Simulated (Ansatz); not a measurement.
Runs of Ansatz 0.2.0 on BP. Symmetry: F-43m, No. 216, cubic system. The conventional cell has a = 4.538 Å, b = 4.538 Å, c = 4.538 Å, α = 90.00°, β = 90.00°, γ = 90.00°. P (site symmetry -43m) is surrounded by 4 B at 1.97 Å. Around B (site symmetry -43m) lie 4 P at 1.97 Å. 

```tsv
level	cutoff (eV)	gap on the mesh (eV)	pressure (GPa)
RPBE	280	1.27	3.9
LDA	283	1.19	(a)
revPBE	280	1.26	(b)
BLYP	283	(c)	6.1
PBEsol	281	1.14	-2.0
```

Alike in all rows: task band structure; potentials or basis all-electron LAPW, scalar-relativistic; no spin polarisation; cell as given; k mesh 10 × 10 × 10; smearing fermi-dirac 0.05 eV; basis error allowed 0.001 eV/atom.

Q: Estimate the missing entries.

A: (a) -5.2; (b) 3.2; (c) 1.51.

Runs at the PBE level aren't shown here.
